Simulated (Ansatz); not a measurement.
Pb:

```xyz
4
Lattice="3.5244 0.0000 0.0000 -1.7622 3.0522 0.0000 0.0000 0.0000 11.4952" Properties=species:S:1:pos:R:3 pbc="T T T"
Pb    1.7622    1.0174    8.6214
Pb    0.0000    0.0000    5.7476
Pb    0.0000    2.0348    2.8738
Pb    0.0000    0.0000    0.0000
```

This isn't the form of Pb at room conditions, which is fcc.

```yaml
Program: Ansatz 0.2.0
Task: single point
Functional: PBEsol
Potentials_or_basis: Ansatz PAW
Cutoff: "420 eV (not typed: the program's choice for these potentials)"
k_mesh: 9 × 9 × 3
Occupations: fermi-dirac, width 0.05 eV
Spin: no spin polarisation
```

On this cell: pressure -1.5 GPa; largest force under 0.003 eV/Å; band gap on the k mesh none (metal or under the smearing width).

The same run follows on a disturbed copy (atoms moved at random, drawn with an rms of 0.05 Å):

```
Pb
1.0
     3.52437    0.00000    0.00000
    -1.76218    3.05219    0.00000
     0.00000    0.00000   11.49524
Pb
4
Direct
  0.67913 0.34129 0.75103
  0.98437 0.99636 0.50375
  0.34123 0.68085 0.25385
  0.00242 0.00163 0.00146
```

Question: What does the disturbed cell give?

Answer: The energy (extrapolated to zero smearing) moves by +0.7 meV/atom; pressure -1.5 GPa; largest force 0.061 eV/Å; band gap on the k mesh none (metal or under the smearing width).

Forces on the atoms (eV/Å):
```
Pb  -0.020 -0.007  0.057
Pb   0.026  0.016 -0.043
Pb  -0.006 -0.016 -0.047
Pb   0.000  0.007  0.034
```

Stress tensor (GPa, compression positive):
```
-1.66 -0.02  0.00
-0.02 -1.67  0.01
 0.00  0.01 -1.18
```

Caveats: the PAW data sets come from PBE, with cores solved anew for the run's functional, which leaves a small shift of forces and pressure.
